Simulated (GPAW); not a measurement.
CuO (Tenorite):

```
Cu O
1.0
     2.34185   -1.71130    0.00000
     2.34185    1.71130    0.00000
    -0.85003    0.00000    5.05787
Cu O
2 2
Direct
  0.50000 0.00000 0.50000
  0.00000 0.50000 0.00000
  0.41840 0.58160 0.75000
  0.58160 0.41840 0.25000
```

Base run:

- Program: GPAW 26.7.0
- Functional: PBE
- Potentials or basis: GPAW PAW data sets (gpaw-data 1.2.1)
- Cutoff: 600 eV
- Basis: pw
- k mesh: 8 × 8 × 4
- Occupations: fermi-dirac, width 0.05 eV
- Spin: no spin polarisation

Its results: band gap on the k mesh none (metal or under the smearing width); pressure 4.0 GPa; largest force 0.195 eV/Å.

Question: The run is repeated on the same cell with these changes: cutoff from 600 eV to 650 eV; k mesh from 8 × 8 × 4 to 6 × 6 × 3. What comes out?

Answer: Band gap on the k mesh none (metal or under the smearing width); pressure 6.0 GPa; largest force 0.174 eV/Å.

Caveats: some runs use coarse meshes; with this Cu data set, volumes or pressures lay over 1.5 % or 2 GPa off other programs in two to four cells of ten; the cutoff is short for stress and forces, so pressures can be off by a GPa or more; the run has no spin polarisation, though such a crystal can be magnetic; semilocal functionals often make such compounds metallic where correlation or magnetic order opens a gap, which also shifts bond lengths.
